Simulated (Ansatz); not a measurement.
**Ga: a tetragonal deformation path**

An exercise on one series of results from a longer session: the logs are not shown, and one member is left open.

Method: DFT PBEsol, scalar-relativistic, plane waves, PAW, in Ansatz 0.2.0.

## The structure to begin with

It takes space group I4/mmm (No. 139, tetragonal). Conventional cell: a = 2.808 Å, b = 2.808 Å, c = 4.458 Å, α = 90.00°, β = 90.00°, γ = 90.00°. Ga (site symmetry 4/mmm) has 12 Ga at 2.81 to 2.99 Å in its first shell of neighbours.

Structure file:

```cif
data_structure
_symmetry_space_group_name_H-M 'I4/mmm'
_symmetry_Int_Tables_number 139
_cell_length_a 2.8080
_cell_length_b 2.8080
_cell_length_c 4.4580
_cell_angle_alpha 90.000
_cell_angle_beta 90.000
_cell_angle_gamma 90.000
_cell_volume 35.15
loop_
_atom_site_label
_atom_site_type_symbol
_atom_site_symmetry_multiplicity
_atom_site_Wyckoff_symbol
_atom_site_fract_x
_atom_site_fract_y
_atom_site_fract_z
_atom_site_occupancy
Ga1 Ga 2 a 0.00000 0.00000 0.00000 1
```

The cell is taken as given, not relaxed at this level.

## The reference cell

Reference values: F = -3743.1872 eV; pressure 0.52 GPa; largest force 0.000 eV/Å; gap on the mesh none (metal). It was computed beforehand with the settings of the runs below.

The first run:

At fixed volume and fractional coordinates, lengths along (0.000, 0.000, 1.000) are scaled against those across it; ρ is that ratio over its starting value.

File input.yaml:

```yaml
crystal:
  lattice:
    - [-1.4821567375, 1.4821567375, 2.0001198453]
    - [1.4821567375, -1.4821567375, 2.0001198453]
    - [1.4821567375, 1.4821567375, -2.0001198453]
  atoms:
    - { symbol: Ga, position: [0.0, 0.0, 0.0] }
basis:
  ecutwfc: 420
kpoints:
  mp_grid: { grid: [26, 26, 26] }
hamiltonian:
  xc: pbesol
scf:
  occupations: { method: gaussian, width: 0.15 }
output:
  forces: true
  stress: true
  eigenvalues: true
  write_density: true
  write_potential: true
  elf: true
  volumetric_format: npy
```

Started as:

```console
> ansatz run input.yaml --threads 1 --pin off --max-ram 2560MiB --backend cpu --events-out ev --progress --plain --runs-dir out
```

Steps of the session up to this table: ρ = 0.850; At ρ = 1.200; At ρ = 0.920; Point ρ = 1.100; At ρ = 0.960; ρ = 1.050; At ρ = 0.800; ρ = 1.300.

One of the session's tables, all rows but one given; the rest of the session is left out.

The scan, with free energies counted from the undisturbed cell:

```
    ρ  ΔE (meV/atom)  pressure (GPa)
0.800            3.7             0.5
0.850            1.7             0.5
0.920            1.9             0.5
0.960            0.1             0.4
1.000            0.0             0.5
1.050              ?               ?
1.100            8.4             0.8
1.200           32.5             1.7
1.300           83.4             3.9
```

Q: Estimate the row for ρ = 1.050 from the others.

Worked estimate for «ΔE (meV/atom)». A straight line through the neighbours (1.000, 0.0) and (1.100, 8.4) gives 0.0 + (8.4 − 0.0) × (1.050 − 1.000) / (1.100 − 1.000) = 4.2; a parabola fitted to 4 rows on both sides gives 2.3.

**Answer.** ΔE (meV/atom): 1.8; pressure (GPa): 0.5. In «ΔE (meV/atom)» the line misses by +2.4 and the parabola by +0.5.
